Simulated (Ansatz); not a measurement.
The system is GaN.

```xyz
2
Lattice="0.0000 2.2535 2.2535 2.2535 0.0000 2.2535 2.2535 2.2535 0.0000" Properties=species:S:1:pos:R:3 pbc="T T T"
Ga    0.0000    0.0000    0.0000
N     1.1268    1.1268    1.1268
```

The cell is a database's computed one.

* Program: Ansatz 0.2.0
* Task: relaxation of cell and atoms
* Functional: RPBE
* Dispersion: D3(BJ)
* Potentials or basis: all-electron LAPW, scalar-relativistic
* Basis error allowed: 0.001 eV/atom
* k mesh: 10 × 10 × 10
* Occupations: fermi-dirac, width 0.05 eV
* Spin: no spin polarisation

At the start: volume 11.44 Å³/atom.

**Question.** Where does the relaxation end?

**Answer.** Over 5 steps the energy falls by 20.9 meV/atom and the volume is 10.83 Å³/atom (-5.4 %); space group F-43m (No. 216, to 0.05 Å).

The path:
```tsv
step	energy change (eV)	largest force (eV/Å)	volume (Å³)
1	0.0000	0.0000	22.89
2	-0.0346	0.0000	22.15
3	-0.0417	0.0000	21.60
4	-0.0418	0.0000	21.66
5	-0.0418	0.0000	21.66
```

Final structure:
```cif
data_structure
_symmetry_space_group_name_H-M 'P 1'
_symmetry_Int_Tables_number 1
_cell_length_a 3.1287
_cell_length_b 3.1287
_cell_length_c 3.1287
_cell_angle_alpha 60.000
_cell_angle_beta 60.000
_cell_angle_gamma 60.000
_cell_volume 21.66
loop_
_atom_site_label
_atom_site_type_symbol
_atom_site_fract_x
_atom_site_fract_y
_atom_site_fract_z
_atom_site_occupancy
Ga1 Ga 0.00000 0.00000 0.00000 1
N1 N 0.25000 0.25000 0.25000 1
```
